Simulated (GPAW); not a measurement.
## Ti: optical spectrum with PBE

Crystal: Ti.

```
Ti
1.0
     2.95000    0.00000    0.00000
    -1.47500    2.55477    0.00000
     0.00000    0.00000    4.68000
Ti
2
Direct
  0.66667 0.33333 0.75000
  0.33333 0.66667 0.25000
```

```json
{"Program": "GPAW 26.7.0", "Task": "optical spectrum", "Functional": "PBE", "Potentials or basis": "GPAW PAW data sets (gpaw-data 1.2.1)", "Cutoff": "400 eV", "Basis": "pw", "k mesh": "8 × 8 × 5", "Occupations": "fermi-dirac, width 0.05 eV", "Spin": "no spin polarisation", "Eta": "0.1 eV", "Response ecut": "50 eV", "Scissors": "0 eV", "Kernel": "RPA", "Maxiter": "150", "Response k mesh": "20 × 20 × 11", "Domega0": "0.05 eV", "Omega2": "10 eV", "Response bands": "32", "Directions": "[\"x\", \"z\"]", "Intraband": "yes"}
```

```json
{"Band gap on the k mesh": "none (metal or under the smearing width)"}
```

Dielectric function (mean over the directions given):
```csv
energy (eV),real part,imaginary part
0.25,-62.64,140.92
0.88,8.74,40.86
1.54,1.73,34.95
2.18,-3.80,22.69
2.79,-2.97,15.54
3.43,-3.65,14.68
4.16,-8.49,11.14
4.79,-6.22,4.24
5.38,-3.31,2.75
6.07,-0.16,3.80
6.63,-2.93,5.66
7.29,-2.66,2.57
8.07,-1.51,1.26
8.71,-0.04,1.21
9.27,-0.12,2.58
9.96,-0.32,2.57
10.57,-0.73,2.34
11.20,-1.08,1.96
11.96,-1.05,1.23
12.53,-0.69,0.95
13.24,-0.54,0.82
13.85,-0.38,0.79
14.48,-0.31,0.69
15.13,-0.21,0.60
15.94,-0.12,0.52
16.64,-0.03,0.36
17.36,0.10,0.32
18.12,0.17,0.29
18.90,0.28,0.23
19.87,0.39,0.19
```

It took 5.2 min on 1 thread of Arm Neoverse N1, with other jobs on the host, peak memory 0.47 GiB.

Caveat: the intraband term hangs on this k mesh; the long-wavelength limit can be off by several per cent where d states take part; independent-particle spectra lack excitons.
